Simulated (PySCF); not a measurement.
Several species in one continuum solvent.

Computed with PySCF at PBE0/def2-SVPD, non-relativistic, each on one gas-phase PBE0-D3(BJ)/def2-SVP geometry that isn't relaxed in the solvent. The solvent is an IEF-PCM continuum (van der Waals radii × 1.2). The model holds no explicit solvent molecules, cavitation or dispersion.

Question: Order them by E(solvent) − E(gas) in chloroform (ε = 4.711), most negative first (kcal/mol).
A. `[CH3:1][NH:2][CH2:3][C:4]([CH3:5])([CH3:6])[CH3:7]` with C1–N2–C3–C4 174° (n,2,2-trimethylpropan-1-amine)
B. `[CH3:1][C:2]([CH3:3])([CH3:4])[CH2:5][CH2:6][NH2:7]` with C2–C5–C6–N7 180°, C5–C6–N7–H -58° and 58° (3,3-dimethylbutylamine)
C. `CC(C)(C)C`
D. `[CH3:1][CH2:2][N:3]([CH2:4][CH3:5])[CH2:6][CH3:7]` with C1–C2–N3–C4 69°, C2–N3–C4–C5 150°, C2–N3–C6–C7 -60° (triethylamine)
E. `[CH3:1][CH:2]([CH3:3])[C@H:4]([CH3:5])[CH2:6][NH2:7]` with C1–C2–C4–C5 -71°, C2–C4–C6–N7 -57°, C4–C6–N7–H -70° and 172°
F. `[CH3:1][CH2:2][CH2:3][CH2:4][NH:5][CH2:6][CH3:7]` with C1–C2–C3–C4 -178°, C2–C3–C4–N5 179°, C3–C4–N5–C6 68°, C4–N5–C6–C7 176°

Answer: B (-3.2), E (-2.5), F (-2.2), A (-1.9), D (-1.5), C (-0.5).

```json
{"SMILES": "CC(C)(C)CCN", "charge": "0", "ΔE (kcal/mol)": "-3.2", "polarisation term (kcal/mol)": "-3.5", "HOMO shift (eV)": "-0.04", "dipole gas (D)": "1.37", "dipole solvent (D)": "1.68", "atoms": "22", "lowest singlet, gas (eV)": "6.21", "lowest singlet, solvent (eV)": "6.42"}
{"SMILES": "CC(C)[C@H](C)CN", "charge": "0", "ΔE (kcal/mol)": "-2.5", "polarisation term (kcal/mol)": "-2.7", "HOMO shift (eV)": "+0.05", "dipole gas (D)": "1.32", "dipole solvent (D)": "1.63", "atoms": "22", "lowest singlet, gas (eV)": "6.19", "lowest singlet, solvent (eV)": "6.34"}
{"SMILES": "CCCCNCC", "charge": "0", "ΔE (kcal/mol)": "-2.2", "polarisation term (kcal/mol)": "-2.4", "HOMO shift (eV)": "-0.02", "dipole gas (D)": "0.92", "dipole solvent (D)": "1.20", "atoms": "22", "lowest singlet, gas (eV)": "5.84", "lowest singlet, solvent (eV)": "5.99"}
{"SMILES": "CNCC(C)(C)C", "charge": "0", "ΔE (kcal/mol)": "-1.9", "polarisation term (kcal/mol)": "-2.0", "HOMO shift (eV)": "+0.03", "dipole gas (D)": "0.83", "dipole solvent (D)": "1.11", "atoms": "22", "lowest singlet, gas (eV)": "5.82", "lowest singlet, solvent (eV)": "5.93"}
{"SMILES": "CCN(CC)CC", "charge": "0", "ΔE (kcal/mol)": "-1.5", "polarisation term (kcal/mol)": "-1.6", "HOMO shift (eV)": "0.00", "dipole gas (D)": "0.51", "dipole solvent (D)": "0.73", "atoms": "22", "lowest singlet, gas (eV)": "5.54", "lowest singlet, solvent (eV)": "5.64"}
{"SMILES": "CC(C)(C)C", "charge": "0", "ΔE (kcal/mol)": "-0.5", "polarisation term (kcal/mol)": "-0.5", "HOMO shift (eV)": "+0.11", "dipole gas (D)": "0.00", "dipole solvent (D)": "0.00", "atoms": "17", "lowest singlet, gas (eV)": "8.54", "lowest singlet, solvent (eV)": "8.53"}
```

Over the 6 neutral species the correlation coefficient of ΔE with the squared gas-phase dipole is -0.93. The polarisation term is half the interaction of the solute with the induced surface charges. Singlets are vertical TDDFT energies (frozen core, non-equilibrium response), the lowest in each medium.
